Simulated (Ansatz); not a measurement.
## A computed series for NaI: thickness series

Consider NaI in the rock salt structure (space group Fm-3m, No. 225).

```yaml
crystal:
  lattice:
    - [0.00000, 3.23007, 3.23007]
    - [3.23007, 0.00000, 3.23007]
    - [3.23007, 3.23007, 0.00000]
  atoms:
    - { symbol: I, position: [0.00000, 0.00000, 0.00000] }
    - { symbol: Na, position: [0.50000, 0.50000, 0.50000] }
```

Cartesian axes are those of the cell as printed.

Free-standing slabs (2 atom(s) a layer) normal to the z axis with 15 Å of vacuum; in-plane cell held at bulk.

Computed with r2SCAN/PAW in Ansatz (a quantum-chemistry and plane-wave program), scalar-relativistic without spin-orbit coupling.

Notes on the quantities. excess energy per area of both faces: slab less bulk energy over the cell's area: twice a surface energy.

| case | gap character | band gap | excess energy per area of both faces | thickness between the outermost nuclei |
|---|---|---|---|---|
| base | – | 4.45 eV | – | – |
| 1 layer | indirect, X → Γ | 4.49 eV | – | – |
| 2 layers | (withheld) | (withheld) | 0.24 J/m² | 3.44 Å |
| 3 layers | direct at Γ | 4.57 eV | 0.26 J/m² | 6.58 Å |
| 4 layers | direct at Γ | (withheld) | 0.26 J/m² | 9.84 Å |
| 5 layers | direct at Γ | (withheld) | 0.26 J/m² | 13.06 Å |
| 6 layers | direct at Γ | 4.50 eV | 0.26 J/m² | 16.29 Å |
| 7 layers | direct at Γ | 4.49 eV | 0.26 J/m² | 19.52 Å |

**Question.** What belongs in the blanks?

**Answer.** 
- 2 layers, gap character: indirect, Γ–X (50 % along) → Γ
- 2 layers, band gap: 4.65 eV
- 4 layers, band gap: 4.54 eV
- 5 layers, band gap: 4.52 eV

The excess energy carries the mismatch between the slab's and the bulk's meshes. Spin-orbit coupling, missing from the scalar runs, can matter with I. No phonon test of stability was made. k-point labels follow each cell's own Brillouin zone.
